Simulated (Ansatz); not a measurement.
Here is an unrelaxed guess for GaN.

Space group P6_3/mmc (No. 194). a = 3.211 Å, b = 3.211 Å, c = 5.290 Å, α = 90.00°, β = 90.00°, γ = 120.00°
```csv
atom,site,symmetry,x,y,z
Ga,2d,-6m2,0.3333,0.6667,0.7500
N,2a,-3m.,0.0000,0.0000,0.0000
```

Level of theory: Ansatz, DFT PBE, scalar-relativistic, plane waves, PAW. Cutoff 420 eV; k points 6×6×4 on the computed 4-atom cell (Γ-centred); Gaussian smearing, width 0.10 eV; no spin polarisation.

Formation energies are uncorrected and refer to the elements' standard structures at the same level (N₂ as a molecule).

Question: Estimate its pressure, forces and energy as it stands.

Answer: The pressure is -14.8 GPa (the mean over three directions, positive in compression), the largest force is 0.00 eV/Å (symmetry fixes the atoms), and the energy is +0.53 eV/atom against the elements. The shortest distance is 2.28 Å.

Question: Is it a good guess?

Answer: A fair one: relaxing gains about 0.11 eV/atom (the start's value is from the coarse mesh, so the gain is rough) in 11 ionic steps and ends at +0.42 eV/atom on the finer mesh. The symmetry stays P6_3/mmc (No. 194). The end has the anti-nickel arsenide type. The volume per atom shrinks by 13.4 %, from 11.8 to 10.2 Å³. The shortest distance goes from 2.28 Å (Ga–N) to 2.17 Å (Ga–N). Conventional cell: a = 2.992 Å, c = 5.276 Å. Ga has 6 N at 2.17 Å; around N lie 6 Ga at 2.17 Å.

The last run used an 18×18×10 mesh (in the run's order of axes) for its 4-atom cell and Gaussian smearing of 0.10 eV. The relaxation can't lower the symmetry of the start, and the grade says only how near the guess is to its own end. Symmetry constrained the relaxation, so the result can be a saddle point. Another cell of GaN relaxed alike, in P6_3/mmc, lies 0.32 eV/atom lower, so this cell isn't the stable form at this level.
